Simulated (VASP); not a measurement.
# CsBr: single point with PBE

The system is CsBr.

```
Cs Br
1.0
     4.32562    0.00000    0.00000
     0.00000    4.32562    0.00000
     0.00000    0.00000    4.32562
Cs Br
1 1
Direct
  0.00000 0.00000 0.00000
  0.50000 0.50000 0.50000
```

The cell comes from a database or a generator and needn't be the stable form of this composition.

- Program: VASP 6.6.1
- Task: single point
- Functional: PBE
- Potentials or basis: VASP PAW PBE potentials, release 64 (Cs_sv, Br)
- Cutoff: 520 eV
- k mesh: 6 × 6 × 6
- Occupations: fermi-dirac, width 0.05 eV
- Spin: no spin polarisation
- Further INCAR settings: ALGO = Normal; EDIFF = 1e-07; NBANDS = 15

```
Pressure               : 0.6 GPa
Band gap on the k mesh : 4.41 eV, indirect (least direct gap 4.42 eV)
```

Levels at points of the mesh, in eV from the valence-band top:
| k point | band 6 | band 7 | band 8 | band 9 | band 10 | band 11 |
| --- | --- | --- | --- | --- | --- | --- |
| (0.00, 0.00, 0.00) | -0.01 | -0.01 | -0.01 | 4.41 | 4.94 | 4.94 |
| (0.50, 0.00, 0.00) | -1.27 | -0.20 | -0.20 | 5.91 | 7.17 | 7.61 |
| (0.50, 0.50, 0.00) | -0.57 | -0.57 | 0.00 | 5.25 | 5.48 | 7.20 |
| (0.50, 0.50, 0.50) | -1.12 | -1.12 | -1.12 | 8.19 | 8.19 | 8.19 |

Run time: 10 s on 1 thread of Intel(R) Xeon(R) Platinum 8488C (Sapphire Rapids), on a shared host, peak memory 0.18 GiB.

Caveat: spin-orbit coupling is left out, which moves the levels of the heavy elements. Expect the measured gap to be larger: semilocal functionals such as PBE lack the derivative discontinuity.
